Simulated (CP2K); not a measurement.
# Si (Pm-3m) in CP2K: reference runs, part 2 of 2

CP2K 2026.2.

## 3. Single point, PBE (cell strained at random at fixed volume)

Contents of si_scf.inp:

```
&GLOBAL
  PROJECT si_scf
  RUN_TYPE ENERGY_FORCE
  PRINT_LEVEL LOW
&END GLOBAL
&FORCE_EVAL
  METHOD QS
  STRESS_TENSOR ANALYTICAL
  &DFT
    BASIS_SET_FILE_NAME BASIS_MOLOPT_UZH
    POTENTIAL_FILE_NAME POTENTIAL_UZH
    &MGRID
      CUTOFF 450
      REL_CUTOFF 60
      NGRIDS 5
    &END MGRID
    &QS
      METHOD GPW
      EPS_DEFAULT 1.0E-10
    &END QS
    &KPOINTS
      SCHEME MONKHORST-PACK 10 10 10
      GAMMA_CENTERED T
      SYMMETRY T
      SYMMETRY_BACKEND SPGLIB
    &END KPOINTS
    &SCF
      SCF_GUESS ATOMIC
      EPS_SCF 1.0E-6
      MAX_SCF 100
      ADDED_MOS 8
      CHOLESKY OFF
      EPS_EIGVAL 1.0E-7
      &DIAGONALIZATION ON
        ALGORITHM STANDARD
      &END DIAGONALIZATION
      &MIXING ON
        METHOD BROYDEN_MIXING
        ALPHA 0.4
        BETA 1.5
        NBUFFER 8
      &END MIXING
      &SMEAR ON
        METHOD FERMI_DIRAC
        ELECTRONIC_TEMPERATURE [K] 580.226
      &END SMEAR
    &END SCF
    &XC
      &XC_FUNCTIONAL
        &GGA_X_PBE
        &END GGA_X_PBE
        &GGA_C_PBE
        &END GGA_C_PBE
      &END XC_FUNCTIONAL
    &END XC
    &PRINT
      &KPOINTS ON
      &END KPOINTS
      &MULLIKEN ON
      &END MULLIKEN
      &MO ON
        ENERGIES T
        OCCUPATION_NUMBERS T
        &EACH
          QS_SCF 0
        &END EACH
        ADD_LAST NUMERIC
      &END MO
      &LOWDIN ON
      &END LOWDIN
      &HIRSHFELD ON
        SHAPE_FUNCTION DENSITY
      &END HIRSHFELD
    &END PRINT
  &END DFT
  &SUBSYS
    &CELL
      A 2.5466835318 0.0000000000 0.0000000000
      B -0.0346882990 2.4875081555 0.0000000000
      C -0.0079523455 0.0015149143 2.5627613959
      PERIODIC XYZ
    &END CELL
    &COORD
      Si  1.2468507182 1.2480130285 1.2461632308
    &END COORD
    &KIND Si
      BASIS_SET TZVP-MOLOPT-PBE-GTH-q4
      POTENTIAL GTH-PBE-q4
    &END KIND
    &PRINT
      &ATOMIC_COORDINATES ON
      &END ATOMIC_COORDINATES
      &CELL ON
      &END CELL
      &SYMMETRY ON
      &END SYMMETRY
    &END PRINT
  &END SUBSYS
  &PRINT
    &FORCES ON
    &END FORCES
    &STRESS_TENSOR ON
    &END STRESS_TENSOR
  &END PRINT
&END FORCE_EVAL
```

Potentials or basis: POTENTIAL_UZH Si GTH-PBE-q4; TZVP-MOLOPT-PBE-GTH basis.

Command:

```
$ OMP_NUM_THREADS=1 cp2k.psmp -i si_scf.inp -o si_scf.out
```

si_scf.out:

```text

 CP2K| version string:                                       CP2K version 2026.2
 CP2K| Input file name                                                si_scf.inp

 GLOBAL| Force Environment number                                              1
 GLOBAL| Basis set file name                                    BASIS_MOLOPT_UZH
 GLOBAL| Potential file name                                       POTENTIAL_UZH
 GLOBAL| MM Potential file name                                     MM_POTENTIAL
 GLOBAL| Coordinate file name                                      __STD_INPUT__
 GLOBAL| Method name                                                        CP2K
 GLOBAL| Project name                                                     si_scf
 GLOBAL| Run type                                                   ENERGY_FORCE
 GLOBAL| FFT library                                                       FFTW3
 GLOBAL| Diagonalization library                                       ScaLAPACK
 GLOBAL| Cholesky decomposition library                                ScaLAPACK
 GLOBAL| DGEMM library                                                      BLAS
 GLOBAL| Direct generalized diagonalization requested                          F
 GLOBAL| Matrix multiplication library                                 ScaLAPACK
 GLOBAL| Global print level                                                  LOW
 GLOBAL| Total number of message passing processes                             1
 GLOBAL| Number of threads for this process                                    1
 GLOBAL| CPU model name                                                  UNKNOWN

 CELL| Volume [angstrom^3]:                                            16.234827
 CELL| Vector a [angstrom]:       2.547     0.000     0.000   |a| =     2.546684
 CELL| Vector b [angstrom]:      -0.035     2.488     0.000   |b| =     2.487750
 CELL| Vector c [angstrom]:      -0.008     0.002     2.563   |c| =     2.562774
 CELL| Angle (b,c), alpha [degree]:                                    89.963655
 CELL| Angle (a,c), beta  [degree]:                                    90.177790
 CELL| Angle (a,b), gamma [degree]:                                    90.798938
 CELL| Numerically orthorhombic:                                              NO
 CELL| Periodicity                                                           XYZ

 CELL_REF| Volume [angstrom^3]:                                        16.234827
 CELL_REF| Vector a [angstrom     2.547     0.000     0.000   |a| =     2.546684
 CELL_REF| Vector b [angstrom    -0.035     2.488     0.000   |b| =     2.487750
 CELL_REF| Vector c [angstrom    -0.008     0.002     2.563   |c| =     2.562774
 CELL_REF| Angle (b,c), alpha [degree]:                                89.963655
 CELL_REF| Angle (a,c), beta  [degree]:                                90.177790
 CELL_REF| Angle (a,b), gamma [degree]:                                90.798938
 CELL_REF| Numerically orthorhombic:                                          NO
 CELL_REF| Periodicity                                                       XYZ
[... 9 lines left out ...]
 TOTAL NUMBERS AND MAXIMUM NUMBERS

  Total number of            - Atomic kinds:                                   1
                             - Atoms:                                          1
                             - Shell sets:                                     1
                             - Shells:                                         7
                             - Primitive Cartesian functions:                  4
                             - Cartesian basis functions:                     18
                             - Spherical basis functions:                     17

  Maximum angular momentum of- Orbital basis functions:                        2
                             - Local part of the GTH pseudopotential:          0
                             - Non-local part of the GTH pseudopotential:      2

 MODULE QUICKSTEP: ATOMIC COORDINATES IN ANGSTROM

   Atom Kind Element         X             Y             Z       Z(eff)     Mass
[... 106 lines left out ...]
     6 Broy./Diag. 0.40E+00    4.1     0.00039182        -3.9223616254 -4.80E-04
     7 Broy./Diag. 0.40E+00    4.1     0.00015413        -3.9226335861 -2.72E-04
     8 Broy./Diag. 0.40E+00    4.1     0.00002179        -3.9227284612 -9.49E-05
     9 Broy./Diag. 0.40E+00    4.1     0.00000138        -3.9227415687 -1.31E-05
    10 Broy./Diag. 0.40E+00    4.0     0.00000266        -3.9227415645  4.20E-09
    11 Broy./Diag. 0.40E+00    4.1     0.00000044        -3.9227421211 -5.57E-07

  *** SCF run converged in    11 steps ***

  Electronic density on regular grids:         -4.0000000000        0.0000000000
  Core density on regular grids:                3.9999999992       -0.0000000008
  Total charge density on r-space grids:       -0.0000000008
  Total charge density g-space grids:          -0.0000000008

  Overlap energy of the core charge distribution:               0.00000000000020
  Self energy of the core charge distribution:                -10.25839756091008
  Core Hamiltonian energy:                                      2.16245141150390
  Hartree energy:                                               5.38331695467409
  Exchange-correlation energy:                                 -1.21005390060019
  Electronic entropic energy:                                  -0.00005902581182
  Fermi energy:                                                 0.28262527626843

  Total energy:                                                -3.92274212110260
  Total energy (extrapolated to T->0):                         -3.92271260819669

 MO| EIGENVALUES AND OCCUPATION NUMBERS FOR K POINT 1
 MO|
 MO|  Index      Eigenvalue [a.u.]        Eigenvalue [eV]             Occupation
 MO|      1               0.168857               4.594841               2.000000
 MO|      2               0.285534               7.769782               0.340704
 MO|      3               0.294012               8.000466               0.004064
 MO|      4               0.433702              11.801619               0.000000
 MO|      5               0.573758              15.612736               0.000000
 MO|      6               0.580250              15.789413               0.000000
 MO|      7               0.614592              16.723898               0.000000
 MO|      8               1.364242              37.122919               0.000000
 MO|      9               1.397892              38.038563               0.000000
 MO|     10               1.716808              46.716718               0.000000
 MO| Sum:                                                               2.344768
 MO| E(Fermi):            0.282625 a.u.          7.690625 eV
[... 201 lines left out ...]
 MO|  Index      Eigenvalue [a.u.]        Eigenvalue [eV]             Occupation
 MO|      1               0.001696               0.046143               2.000000
 MO|      2               0.166157               4.521372               2.000000
 MO|      3               0.328047               8.926603               0.000000
 MO|      4               0.589983              16.054243               0.000000
 MO|      5               0.642372              17.479825               0.000000
 MO|      6               0.883505              24.041404               0.000000
 MO|      7               0.969215              26.373675               0.000000
 MO|      8               0.974654              26.521689               0.000000
 MO|      9               1.269842              34.554165               0.000000
 MO|     10               1.315238              35.789433               0.000000
 MO| Sum:                                                               4.000000
 MO| E(Fermi):            0.282625 a.u.          7.690625 eV
 MO| Band gap:            0.161889 a.u.          4.405230 eV

 [... the levels of further k-points ...]

 !-----------------------------------------------------------------------------!
                     Mulliken Population Analysis

 #  Atom  Element  Kind  Atomic population                           Net charge
       1     Si       1          4.000000                              0.000000
 # Total charge                              4.000000                  0.000000

 !-----------------------------------------------------------------------------!

 !-----------------------------------------------------------------------------!
                           Hirshfeld Charges

  #Atom  Element  Kind  Ref Charge     Population                    Net charge
      1       Si     1       4.000          4.000                        -0.000

  Total Charge                                                           -0.000
 !-----------------------------------------------------------------------------!

 LOWDIN POPULATION ANALYSIS

 #  Atom  Element  Kind  Atomic population                           Net charge
       1     Si       1          4.000000                              0.000000
 # Total charge                              4.000000                  0.000000

 ENERGY| Total FORCE_EVAL ( QS ) energy [hartree]             -3.922742393447812

 FORCES| Atomic forces [hartree/bohr]
 FORCES|   Atom     x               y               z               |f|
 FORCES|      1  3.29626111E-09 -4.88698594E-09  3.54154543E-10   5.90536995E-09
 FORCES| Sum     3.29626111E-09 -4.88698594E-09  3.54154543E-10
 FORCES| Total atomic force                                       5.90536995E-09

 STRESS| Analytical stress tensor [bar]
 STRESS|                        x                   y                   z
 STRESS|      x       -2.29778970091E+04   7.59495607296E+03   5.02175582368E+02
 STRESS|      y        7.59495607296E+03   6.44707860720E+04  -5.47437545210E+02
 STRESS|      z        5.02175582368E+02  -5.47437545210E+02  -4.14262479295E+04
 STRESS| 1/3 Trace                                             2.22137111263E+01
 STRESS| Determinant                                           6.37450285355E+13

 STRESS| Eigenvectors and eigenvalues of the analytical stress tensor [bar]
 STRESS|                        1                   2                   3
 STRESS| Eigenvalues  -4.14454334085E+04  -2.36158026744E+04   6.51278772163E+04
 STRESS|      x          -0.030194258278      0.995849866047      0.085856572617
 STRESS|      y           0.007331240591     -0.085672782514      0.996296355131
 STRESS|      z           0.999517163274      0.030711864659     -0.004713988838
```

Wall time 52 s (1 thread of Arm Neoverse V1, shared host); peak memory 0.2 GiB.

Results:

```yaml
Free_energy: -106.7432 eV
Pressure: 0.0 GPa
Band_gap_on_the_k_mesh: none (metal or under the smearing width)
```

Caveat: the basis of atomic orbitals isn't converged, which shifts pressures, moduli and gaps.
